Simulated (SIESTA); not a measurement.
Runs of SIESTA 5.4.2 on TiAl. Symmetry: Pm-3m, No. 221, cubic system. Conventional cell: a = 3.179 Å, b = 3.179 Å, c = 3.179 Å, α = 90.00°, β = 90.00°, γ = 90.00°. Ti (site symmetry m-3m) has 8 Al at 2.75 Å as nearest neighbours. Around Al (site symmetry m-3m) lie 8 Ti at 2.75 Å. The cell comes from a database or a generator and needn't be the stable form of this composition.

```tsv
task	level	potentials or basis	cell	k mesh	ensemble	max steps	time step (fs)	temperature (K)	energy shift	mesh quality	gap on the mesh (eV)	pressure (GPa)	V0 of scaled cells (Å³/atom)	B0 (GPa)
single point	PBE	PseudoDojo 0.4 standard (PBE files), DZP (energy shift 0.002 Ry; radii capped at 9.5 bohr)	as given	8 × 8 × 8	-	-	-	-	0.002 Ry	not flagged	none	1.2	-	-
single point	PBE	PseudoDojo 0.4 standard (PBE files), DZP (energy shift 0.002 Ry; radii capped at 9.5 bohr)	atoms moved at random, drawn with an rms of 0.05 Å	8 × 8 × 8	-	-	-	-	0.002 Ry	not flagged	none	1.3	-	-
equation of state	PBE	Ansatz (PBE files), DZP (energy shift 0.002 Ry; radii capped at 9.5 bohr)	cell strained at random	8 × 8 × 8	-	-	-	-	0.002 Ry	not flagged	-	-	16.26	113
equation of state	PBE	PseudoDojo 0.4 standard (PBE files), DZP (energy shift 0.002 Ry; radii capped at 9.5 bohr)	as given	8 × 8 × 8	-	-	-	-	0.002 Ry	not flagged	-	-	(a)	113
```

Alike in all rows: no spin polarisation; smearing fermi-dirac 0.05 eV; grid cutoff 800 Ry.

**Question.** Estimate the missing entries.

**Answer.** (a) 16.24.

Caveats: semicore shells carry a single zeta, which can move pressures by several GPa and volumes by a few percent; the basis of atomic orbitals isn't converged, which shifts pressures, moduli and gaps; the cell was scaled at fixed shape and fractional positions, which overstates the stiffness of a crystal with free parameters, most of all of layers and chains (some runs).

A gap of «none» marks a metal or a gap under the smearing width.
